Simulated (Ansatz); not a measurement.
# Si: the cost of one run

Program: Ansatz 0.2.0. Level of theory: DFT PBEsol, scalar-relativistic, plane waves, PAW. These are calculated values, not measurements.

3 further runs of the same task are left out: 1 that didn't finish, 2 set aside as unsound or not needed.

## 1. The starting structure

The structure is cubic, space group Fd-3m (No. 227). The conventional cell has a = 5.433 Å, b = 5.433 Å, c = 5.433 Å, α = 90.00°, β = 90.00°, γ = 90.00°. Si (site symmetry -43m) is surrounded by 4 Si at 2.35 Å.

Structure file:

```cif
data_structure
_symmetry_space_group_name_H-M 'Fd-3m:1'
_symmetry_Int_Tables_number 227
_cell_length_a 5.4330
_cell_length_b 5.4330
_cell_length_c 5.4330
_cell_angle_alpha 90.000
_cell_angle_beta 90.000
_cell_angle_gamma 90.000
_cell_volume 160.37
loop_
_atom_site_label
_atom_site_type_symbol
_atom_site_symmetry_multiplicity
_atom_site_Wyckoff_symbol
_atom_site_fract_x
_atom_site_fract_y
_atom_site_fract_z
_atom_site_occupancy
Si1 Si 8 a 0.50000 0.00000 0.50000 1
```

This cell was relaxed beforehand with the same method: volume 20.05 Å³/atom, gap on the mesh 0.46 eV.

Bulk energy on matching settings, from an earlier run: -621.4925 eV/atom.

## 2. The (100) slab

Miller indices refer to the conventional cell of the relaxed bulk, Fd-3m (No. 227): a = 5.433 Å, b = 5.433 Å, c = 5.433 Å, α = 90.00°, β = 90.00°, γ = 90.00°.

The slab is a (100) slab, 12.2 Å thick as cut, with 15 Å of vacuum; its outer planes are Si (top) and Si (bottom).

The slab as cut. Its planes from the bottom up:

```csv
plane,atoms per cell,height over the lowest (Å)
1,Si,0.00
2,Si,1.36
3,Si,2.72
4,Si,4.07
5,Si,5.43
6,Si,6.79
7,Si,8.15
8,Si,9.51
9,Si,10.87
10,Si,12.22
```

## 3. Single point on the unrelaxed (100) slab

A dipole layer in the vacuum cancels the field that periodic copies would set up if the slab's two faces differ.

input.yaml

```yaml
crystal:
  lattice:
    - [3.8417168285, 0.0, 0.0]
    - [0.0, 3.8417168285, 0.0]
    - [0.0, 0.0, 27.2242680938]
  atoms:
    - { symbol: Si, position: [0.0, 0.5, 0.2754894998] }
    - { symbol: Si, position: [0.0, 0.0, 0.3253807221] }
    - { symbol: Si, position: [0.5, 0.0, 0.3752719443] }
    - { symbol: Si, position: [0.5, 0.5, 0.4251631666] }
    - { symbol: Si, position: [0.0, 0.5, 0.4750543889] }
    - { symbol: Si, position: [0.0, 0.0, 0.5249456111] }
    - { symbol: Si, position: [0.5, 0.0, 0.5748368334] }
    - { symbol: Si, position: [0.5, 0.5, 0.6247280557] }
    - { symbol: Si, position: [0.0, 0.5, 0.6746192779] }
    - { symbol: Si, position: [0.0, 0.0, 0.7245105002] }
basis:
  ecutwfc: 420
kpoints:
  mp_grid: { grid: [9, 9, 1] }
hamiltonian:
  xc: pbesol
scf:
  occupations: { method: gaussian, width: 0.05 }
output:
  forces: true
  stress: true
  eigenvalues: true
  write_density: true
  write_potential: true
  elf: true
  volumetric_format: npy
efield:
  axis: 3
  dipole_correction: true
  ramp_width: 0.04
```

On the command line:

```sh
$ ansatz run input.yaml --threads 1 --pin off --max-ram 2560MiB --backend cpu --events-out ev --progress --plain --runs-dir out
```

Q: Estimate wall time and peak memory on 1 thread of Intel Xeon Platinum 8175M at 2.50GHz (Skylake/Cascade Lake), shared host.

About 42 s, with a peak of 0.63 GiB.
